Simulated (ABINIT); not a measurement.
Crystal: TiC.

```
Ti C
1.0
     0.00000    2.16572    2.16572
     2.16572    0.00000    2.16572
     2.16572    2.16572    0.00000
Ti C
1 1
Direct
  0.00000 0.00000 0.00000
  0.50000 0.50000 0.50000
```

The cell is a database's computed one.

```yaml
Program: ABINIT 10.8.3 (patched build)
Task: single point
Functional: PBEsol
Potentials_or_basis: PseudoDojo NC SR PBEsol v0.4.1 standard
Cutoff: 1143 eV
k_mesh: 11 × 11 × 11
Occupations: fermi-dirac, width 0.05 eV
Spin: no spin polarisation
```

On this cell: pressure -6.5 GPa; largest force zero by symmetry; band gap on the k mesh none (metal or under the smearing width).

The same run follows on a disturbed copy (atoms moved at random, drawn with an rms of 0.05 Å):

```
CELL_PARAMETERS angstrom
0.00000 2.16572 2.16572
2.16572 0.00000 2.16572
2.16572 2.16572 0.00000
ATOMIC_POSITIONS crystal
Ti 0.98208 0.02153 0.99282
C 0.48439 0.50743 0.51417
```

Task: What does the disturbed cell give?

Result: The energy (extrapolated to zero smearing) moves by +8.4 meV/atom; pressure -6.1 GPa; largest force 0.553 eV/Å; band gap on the k mesh none (metal or under the smearing width).

Forces in eV/Å, atoms in the order of the input:
```
Ti   0.148  0.476 -0.240
C   -0.148 -0.476  0.240
```

Stress tensor (GPa, compression positive):
```
-6.39 -0.13  0.07
-0.13 -5.70  0.21
 0.07  0.21 -6.26
```
